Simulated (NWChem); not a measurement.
# One shape, several levels: triplet C4H6

We compute a comparison of 5 runs (UTPSS/def2-SVP, U-revPBE/def2-SVP, UBLYP/def2-SVP, UPBE/def2-SVP, USVWN5/def2-SVP) of triplet C4H6. 

Program for the calculation: NWChem 7.3.0.

### Step 1. The structure to begin with

C4H6 has 10 atoms, charge 0, and is taken as a triplet. As SMILES of the parent species, `C1=CCC1`. Geometry: relaxed at PBE0-D4/def2-TZVP. That shape belongs to the parent species and isn't relaxed for this state.

Bond lengths: C1–C2 1.334 Å, C2–C3 1.508 Å, C1–C4 1.508 Å, C3–C4 1.558 Å, C1–H5 1.084 Å, C2–H6 1.084 Å, C3–H7 1.093 Å, C3–H8 1.094 Å, C4–H9 1.093 Å, C4–H10 1.094 Å. Some angles: C1–C2–C3 94.3°, C2–C1–C4 94.3°, C2–C3–C4 85.7°, C1–C4–C3 85.7°, C1–C2–H6 133.5°, C3–C2–H6 132.2°, C2–C1–H5 133.5°, C4–C1–H5 132.2°, C2–C3–H7 115.8°, C2–C3–H8 115.8°.

### Step 2. A single-point energy at UTPSS/def2-SVP (run 1)

nw.xyz

```xyz
10
C4H6
C     -0.330000     1.010500    -0.386400
C     -1.095000     0.121800     0.249600
C      0.015700    -0.884200     0.415100
C      0.909300     0.154000    -0.327900
H     -0.516400     1.994800    -0.800900
H     -2.137500     0.111500     0.547000
H     -0.118800    -1.833400    -0.110700
H      0.317500    -1.095900     1.444600
H      1.737300     0.553600     0.264000
H      1.301000    -0.184000    -1.291300
```

run.py

```python
from ase.io import read
from ase.calculators.nwchem import NWChem

mol = read('nw.xyz')

calc = NWChem(
    label='nw',
    theory='dft',
    memory='2200 mb',
    basis='def2-SVP',
    basispar='spherical bse',
    dft={'xc': 'xtpss03 ctpss03', 'mult': '3', 'grid': 'xfine', 'convergence': 'energy 1e-08', 'iterations': '100', 'mulliken': None, 'print': 'low'},
    task='energy',
)
mol.calc = calc

print(f"energy = {mol.get_potential_energy():.6f} eV")
```

On the command line:

```sh
$ export ASE_NWCHEM_COMMAND="nwchem PREFIX.nwi > PREFIX.nwo"
$ python run.py
```

Standard output:

```text
energy = -4237.775374 eV
```

The calculator wrote nw.nwi:

```
title "nw"

permanent_dir nw

scratch_dir nw

start nw

geometry units angstrom nocenter noautosym noautoz
  C  -3.3000000000000002e-01 1.0105000000000000e+00 -3.8640000000000002e-01
  C  -1.0950000000000000e+00 1.2180000000000001e-01 2.4959999999999999e-01
  C  1.5699999999999999e-02 -8.8419999999999999e-01 4.1510000000000002e-01
  C  9.0930000000000000e-01 1.5400000000000000e-01 -3.2790000000000002e-01
  H  -5.1639999999999997e-01 1.9947999999999999e+00 -8.0089999999999995e-01
  H  -2.1375000000000002e+00 1.1150000000000000e-01 5.4700000000000004e-01
  H  -1.1880000000000000e-01 -1.8333999999999999e+00 -1.1070000000000001e-01
  H  3.1750000000000000e-01 -1.0959000000000001e+00 1.4446000000000001e+00
  H  1.7373000000000001e+00 5.5359999999999998e-01 2.6400000000000001e-01
  H  1.3009999999999999e+00 -1.8400000000000000e-01 -1.2912999999999999e+00
end

memory 2200 mb

basis spherical bse noprint
   * library def2-SVP
end

dft
  xc xtpss03 ctpss03
  mult 3
  grid xfine
  convergence energy 1e-08
  iterations 100
  mulliken
  print low
end

task dft energy
```

nw.nwo:

```text
Northwest Computational Chemistry Package (NWChem) 7.3.0
             --------------------------------------------------------

           Job information
           ---------------

    nwchem branch   = 7.3.0
    use scalapack   = T
    input           = nw.nwi
    prefix          = nw.
    data base       = nw/nw.db
    status          = startup
    nproc           =        1

           Memory information
           ------------------

    heap     =     72089594 doubles =      550.0 Mbytes
    stack    =     72089599 doubles =      550.0 Mbytes
    global   =    144179200 doubles =     1100.0 Mbytes (distinct from heap & stack)
    total    =    288358393 doubles =     2200.0 Mbytes
    verify   = yes
    hardfail = no

[... 36 lines left out ...]
            Nuclear Dipole moment (a.u.)
[... 93 lines left out ...]
   convergence    iter        energy       DeltaE   RMS-Dens  Diis-err    time
[... 13 lines left out ...]
         Total DFT energy =     -155.735373794200
      One electron energy =     -432.959352363825
           Coulomb energy =      187.552019245099
    Exchange-Corr. energy =      -24.022984668632
 Nuclear repulsion energy =      113.694943993158
[... 41 lines left out ...]
     ------------------------------------------
      Spin Density - Lowdin Population Analysis
     ------------------------------------------

    Atom       Charge   Shell Charges
 -----------   ------   -------------------------------------------------------
    1 C    6     0.94   0.00  0.02  0.01  0.57  0.32  0.01
    2 C    6     0.94   0.00  0.02  0.01  0.57  0.32  0.01
    3 C    6    -0.02  -0.00 -0.01 -0.00 -0.02 -0.00  0.02
[... 6 lines of this table left out ...]
   10 H    1     0.04   0.03  0.01 -0.00

     --------------------------
     Expectation value of S2:
     --------------------------
      <S2> =      2.0091 (Exact =     2.0000)

 Task  times  cpu:       89.5s     wall:       89.5s
 Total times  cpu:       89.6s     wall:       89.6s
```

Wall time 91 s (1 thread of Intel Xeon Platinum 8488C (Sapphire Rapids), shared host); peak memory 0.14 GiB.

### Step 3. A single-point energy at U-revPBE/def2-SVP (run 2)

geom.nw

```
start geom
title "C4H6"
memory 2200 mb
geometry units angstroms noautosym nocenter noautoz
 C       -0.330000       1.010500      -0.386400
 C       -1.095000       0.121800       0.249600
 C        0.015700      -0.884200       0.415100
 C        0.909300       0.154000      -0.327900
 H       -0.516400       1.994800      -0.800900
 H       -2.137500       0.111500       0.547000
 H       -0.118800      -1.833400      -0.110700
 H        0.317500      -1.095900       1.444600
 H        1.737300       0.553600       0.264000
 H        1.301000      -0.184000      -1.291300
end
basis spherical bse
 * library def2-SVP
end
dft
 xc revpbe cpbe96
 mult 3
 grid xfine
 convergence energy 1e-08
 iterations 100
 mulliken
end
task dft energy
```

On the command line:

```sh
$ nwchem geom.nw > geom.out
```

Standard output:

```text
[...]
          Wavefunction type:  spin polarized.
          No. of atoms     :    10
          No. of electrons :    30
[...]
          Charge           :     0
          Spin multiplicity:     3
[...]
          AO basis - number of functions:    86
[...]
              XC Information
              --------------
                        RevPBE Exchange Functional  1.000
            Perdew 1991 LDA Correlation Functional  1.000 local
           PerdewBurkeErnz. Correlation Functional  1.000 non-local
[...]
 d= 0,ls=0.0,diis     1   -155.6168170720 -2.69D+02  6.93D-03  6.80D-02     6.3
[...]
 d= 0,ls=0.0,diis    10   -155.6553839901 -4.75D-10  2.88D-07  2.20D-10    63.4
[...]
         Total DFT energy =     -155.655383990114
      One electron energy =     -432.936459624661
           Coulomb energy =      187.507766257995
    Exchange-Corr. energy =      -23.921634616606
 Nuclear repulsion energy =      113.694943993158
[...]
      Total Density - Mulliken Population Analysis
     ---------------------------------------------
    Atom       Charge   Shell Charges
 -----------   ------   -------------------------------------------------------
    1 C    6     6.08   1.99  0.91  0.43  2.09  0.63  0.04
    2 C    6     6.08   1.99  0.91  0.43  2.09  0.63  0.04
    3 C    6     5.96   1.98  0.93  0.05  2.12  0.85  0.03
    4 C    6     5.96   1.98  0.93  0.05  2.12  0.85  0.03
    5 H    1     1.02   0.75  0.24  0.03
    6 H    1     1.02   0.75  0.24  0.03
    7 H    1     0.97   0.75  0.20  0.02
    8 H    1     0.97   0.75  0.20  0.02
    9 H    1     0.97   0.75  0.20  0.02
   10 H    1     0.97   0.75  0.20  0.02
[...]
      <S2> =      2.0069 (Exact =     2.0000)
[...]
```

It took 64 s on 1 thread of Intel Xeon Platinum 8488C (Sapphire Rapids), shared host; peak memory 0.14 GiB.

Run 3 isn't shown in full; the table further down has it.

### Step 4. A single-point energy at UPBE/def2-SVP (run 4)

job.nw

```
start job
title "C4H6 energy"
memory stack 880 mb heap 220 mb global 1100 mb

geometry units au noautosym nocenter noautoz
  C  -0.62360962  1.90956825 -0.73019017
  C  -2.06925011  0.23016864  0.47167564
  C   0.02966870 -1.67089584  0.78442531
  C   1.71832797  0.29101782 -0.61964120
  H  -0.97585457  3.76962567 -1.51348165
  H  -4.03928959  0.21070446  1.03368019
  H  -0.22449946 -3.46462388 -0.20919268
  H   0.59998804 -2.07095086  2.72989836
  H   3.28302120  1.04615238  0.49888770
  H   2.45853369 -0.34770961 -2.44020334
end

basis spherical bse
  * library def2-SVP
end

dft
  xc xpbe96 cpbe96
  mult 3
  grid xfine
  convergence energy 1e-08
  iterations 100
  mulliken
  noprint "final vectors analysis"
end

task dft energy
```

On the command line:

```sh
$ nwchem job.nw > job.out
```

Standard output:

```text
[...]
          Wavefunction type:  spin polarized.
          No. of atoms     :    10
          No. of electrons :    30
[...]
          Charge           :     0
          Spin multiplicity:     3
[...]
          AO basis - number of functions:    86
[...]
              XC Information
              --------------
          PerdewBurkeErnzerhof Exchange Functional  1.000
            Perdew 1991 LDA Correlation Functional  1.000 local
           PerdewBurkeErnz. Correlation Functional  1.000 non-local
[...]
 d= 0,ls=0.0,diis     1   -155.4429910711 -2.69D+02  6.93D-03  7.43D-02     6.4
[...]
 d= 0,ls=0.0,diis    10   -155.4807365493 -1.34D-10  1.01D-07  3.17D-11    63.8
[...]
         Total DFT energy =     -155.480736549320
      One electron energy =     -432.960904451161
           Coulomb energy =      187.521564061024
    Exchange-Corr. energy =      -23.736331921477
 Nuclear repulsion energy =      113.694935762293
[...]
      Total Density - Mulliken Population Analysis
     ---------------------------------------------
    Atom       Charge   Shell Charges
 -----------   ------   -------------------------------------------------------
    1 C    6     6.09   1.98  0.91  0.43  2.09  0.64  0.04
    2 C    6     6.09   1.98  0.91  0.43  2.09  0.64  0.04
    3 C    6     5.98   1.98  0.93  0.05  2.12  0.86  0.03
    4 C    6     5.98   1.98  0.93  0.05  2.12  0.86  0.03
    5 H    1     1.01   0.75  0.24  0.02
    6 H    1     1.01   0.75  0.24  0.02
    7 H    1     0.96   0.74  0.20  0.02
    8 H    1     0.96   0.74  0.20  0.02
    9 H    1     0.96   0.74  0.20  0.02
   10 H    1     0.96   0.74  0.20  0.02
[...]
      <S2> =      2.0063 (Exact =     2.0000)
[...]
```

Run time: 65 s. Hardware: 1 thread of Intel Xeon Platinum 8488C (Sapphire Rapids), shared host; peak memory 0.14 GiB.

### Step 5. A single-point energy at USVWN5/def2-SVP (run 5)

run.py

```python
from ase import Atoms
from ase.calculators.nwchem import NWChem

molecule = Atoms(['C', 'C', 'C', 'C', 'H', 'H', 'H', 'H', 'H', 'H'], positions=[
    [-0.330000, 1.010500, -0.386400],
    [-1.095000, 0.121800, 0.249600],
    [0.015700, -0.884200, 0.415100],
    [0.909300, 0.154000, -0.327900],
    [-0.516400, 1.994800, -0.800900],
    [-2.137500, 0.111500, 0.547000],
    [-0.118800, -1.833400, -0.110700],
    [0.317500, -1.095900, 1.444600],
    [1.737300, 0.553600, 0.264000],
    [1.301000, -0.184000, -1.291300],
])

calc = NWChem(
    label='geom',
    theory='dft',
    memory='2200 mb',
    basis='def2-SVP',
    basispar='spherical bse',
    dft={'xc': 'slater vwn_5', 'mult': '3', 'grid': 'xfine', 'convergence': 'energy 1e-08', 'iterations': '100', 'mulliken': None},
    task='energy',
)
molecule.calc = calc

e = molecule.get_potential_energy()
print(f"E = {e:.6f} eV")
```

On the command line:

```sh
$ export ASE_NWCHEM_COMMAND="nwchem PREFIX.nwi > PREFIX.nwo"
$ python run.py
```

Standard output:

```text
E = -4196.513853 eV
```

The calculator wrote geom.nwi:

```
title "geom"

permanent_dir geom

scratch_dir geom

start geom

geometry units angstrom nocenter noautosym noautoz
  C  -3.3000000000000002e-01 1.0105000000000000e+00 -3.8640000000000002e-01
  C  -1.0950000000000000e+00 1.2180000000000001e-01 2.4959999999999999e-01
  C  1.5699999999999999e-02 -8.8419999999999999e-01 4.1510000000000002e-01
  C  9.0930000000000000e-01 1.5400000000000000e-01 -3.2790000000000002e-01
  H  -5.1639999999999997e-01 1.9947999999999999e+00 -8.0089999999999995e-01
  H  -2.1375000000000002e+00 1.1150000000000000e-01 5.4700000000000004e-01
  H  -1.1880000000000000e-01 -1.8333999999999999e+00 -1.1070000000000001e-01
  H  3.1750000000000000e-01 -1.0959000000000001e+00 1.4446000000000001e+00
  H  1.7373000000000001e+00 5.5359999999999998e-01 2.6400000000000001e-01
  H  1.3009999999999999e+00 -1.8400000000000000e-01 -1.2912999999999999e+00
end

memory 2200 mb

basis spherical bse noprint
   * library def2-SVP
end

dft
  xc slater vwn_5
  mult 3
  grid xfine
  convergence energy 1e-08
  iterations 100
  mulliken
end

task dft energy
```

geom.nwo:

```text
Northwest Computational Chemistry Package (NWChem) 7.3.0
             --------------------------------------------------------

           Job information
           ---------------

    nwchem branch   = 7.3.0
    use scalapack   = T
    input           = geom.nwi
    prefix          = geom.
    data base       = geom/geom.db
    status          = startup
    nproc           =        1

           Memory information
           ------------------

    heap     =     72089594 doubles =      550.0 Mbytes
    stack    =     72089599 doubles =      550.0 Mbytes
    global   =    144179200 doubles =     1100.0 Mbytes (distinct from heap & stack)
    total    =    288358393 doubles =     2200.0 Mbytes
    verify   = yes
    hardfail = no

[... 109 lines left out ...]
  convergence criterion.
[... 17 lines left out ...]
          Convergence on gradient requested:  5.00D-04
[... 21 lines left out ...]
          Convergence aids based upon iterative change in
[... 28 lines left out ...]
 1-e energy   =    -429.152777
[... 61 lines left out ...]
         Total DFT energy =     -154.219040862984
[... 2 lines left out ...]
    Exchange-Corr. energy =      -22.421104526876
[... 618 lines left out ...]
                     DFT Final Beta Molecular Orbital Analysis
[... 703 lines left out ...]
 center of mass
 --------------
 x =  -0.18923981 y =   0.15273387 z =  -0.01895384

 moments of inertia (a.u.)
 ------------------
         147.894135281908          15.470844381144          24.356523394316
          15.470844381144         162.558167186348          42.281723806937
          24.356523394316          42.281723806937         233.988345145000

     Multipole analysis of the density
     ---------------------------------

     L   x y z        total         alpha         beta         nuclear
     -   - - -        -----         -----         ----         -------
     0   0 0 0     -0.000000    -16.000000    -14.000000     30.000000

     1   1 0 0      0.187487      3.490087      1.264679     -4.567279
[... 8 lines of this table left out ...]
     2   0 0 2    -19.077975    -25.792046    -20.874237     27.588309

 Task  times  cpu:       18.6s     wall:       18.6s
 Total times  cpu:       18.6s     wall:       18.6s
```

Run time: 20 s. Hardware: 1 thread of Intel Xeon Platinum 8488C (Sapphire Rapids), shared host; peak memory 0.14 GiB.

### Step 6. The series

| run | level | energy (Eh) | ⟨S²⟩ | wall time |
| --- | --- | --- | --- | --- |
| 1 | UTPSS/def2-SVP | -155.735374 | 2.009 | 91 s |
| 2 | U-revPBE/def2-SVP | -155.655384 | 2.007 | 64 s |
| 3 | UBLYP/def2-SVP | -155.601663 | 2.005 | 63 s |
| 4 | UPBE/def2-SVP | -155.480737 | 2.006 | 65 s |
| 5 | USVWN5/def2-SVP | -154.219041 | 2.004 | 20 s |

### Step 7. What came out

| quantity | value |
| --- | --- |
| run 5: total energy | -154.21904 Eh |
| run 5: dipole moment | 0.61 D |
| run 5: HOMO energy (highest over α and β) | -1.39 eV |
| run 5: ⟨S²⟩ | 2.004 |

What this shows: Over runs 2, 3, 4, 5 the dipole moment (its size) runs from 0.47 D (U-revPBE/def2-SVP) to 0.61 D (USVWN5/def2-SVP). Totals of different functionals can't be ranked against each other. All runs together took 5 min, the longest 91 s.
